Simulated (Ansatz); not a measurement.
## Ionic part of the dielectric constant of GaP at 50 GPa, mode by mode

Method: DFT LDA, scalar-relativistic, plane waves, PAW (Ansatz 0.2.0). Cutoff 420 eV, 10×10×10 k-points (Γ-centred), fixed occupations. No spin polarisation. Phonons by linear response, acoustic sum rule imposed.

The structure is cubic, space group F-43m (No. 216). Conventional cell: a = 4.888 Å, b = 4.888 Å, c = 4.888 Å, α = 90.00°, β = 90.00°, γ = 90.00°. Ga (site symmetry -43m) has 4 P at 2.12 Å as nearest neighbours. Around P (site symmetry -43m) lie 4 Ga at 2.12 Å.

The real crystal has changed phase below this pressure. The run warned that the force constants aren't converged on this k mesh, so the frequencies and all that is formed from them are rough. The bands were filled as in an insulator; under compression the gap may have closed between mesh points.

The primitive cell has V = 29.19 Å³ and ε∞,yy = 10.064. Each polar mode adds Δε = (4.92064×10⁷/V)·S/ν² along y, with S its oscillator strength in e²/amu, ν in cm⁻¹ and V in Å³.

Problem. From these modes, find each Δε and ε0,yy.
```csv
ν (cm⁻¹),S_yy (e²/amu)
516.5,0.1132
```

Solution.
| ν (cm⁻¹) | Δε |
| --- | --- |
| 516.5 | 0.72 |

The sum is 0.716, so ε0,yy = 10.78; the run's tensor has 10.78.

Problem. Where do the longitudinal modes lie for a wave vector along y?

Solution. At 535 cm⁻¹. The Lyddane–Sachs–Teller product Π(ν_LO/ν_TO)² = 1.07 matches ε0/ε∞ = 1.07.

Cost: 1 run of about 0.98 core-minutes, on Arm Neoverse V1 (shared hosts).

The static dielectric response is overwhelmingly electronic: the lattice adds only about 0.72 to an ε∞ of 10.064. This is what a largely covalent III-V semiconductor should show. Ga and P differ modestly in electronegativity, so the optical displacement carries a limited dipole, while the stiff, compressed tetrahedral bonds resist it. Because the ionic term scales as S/ν², a high transverse frequency suppresses it strongly. Compression probably makes it smaller than in the ambient-pressure crystal, through bond stiffening and perhaps also a reduced effective charge, though a single volume cannot separate the two.

The small longitudinal–transverse splitting has the same origin, a weak mode dipole whose macroscopic field is further screened by the valence electrons. With only one polar mode along y, the Lyddane–Sachs–Teller agreement shows that the frequencies, oscillator strength and dielectric tensor are mutually consistent, not that any of them is accurate. Nor does a real optical frequency at the zone centre establish dynamical stability, since shear or zone-boundary acoustic modes could still soften.
